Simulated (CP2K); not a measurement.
The system is Hf.

```
Hf
1.0
     3.19670    0.00000    0.00000
    -1.59835    2.76842    0.00000
     0.00000    0.00000    5.05780
Hf
2
Direct
  0.66667 0.33333 0.75000
  0.33333 0.66667 0.25000
```

Base run:

* Program: CP2K 2026.2
* Functional: PBE
* Potentials or basis: POTENTIAL_UZH Hf GTH-PBE-q12; TZVP-MOLOPT-PBE-GTH basis
* Density cutoff: 9184 eV
* k mesh: 10 × 10 × 5
* Occupations: fermi-dirac, width 0.05 eV
* Spin: no spin polarisation

Its results: band gap on the k mesh none (metal or under the smearing width); pressure 0.8 GPa.

Task: After a change of settings the same cell gave: band gap on the k mesh none (metal or under the smearing width); pressure -0.1 GPa. Which change was it?
A. functional from PBE to BLYP
B. functional from PBE to OLYP
C. functional from PBE to AM05
D. functional from PBE to r2SCAN

Result: B.

Caveats: spin-orbit coupling is left out, which moves the levels of the heavy elements; the basis of atomic orbitals isn't converged, which shifts pressures, moduli and gaps; the potentials were made for another functional, which shifts forces and pressure (some runs).
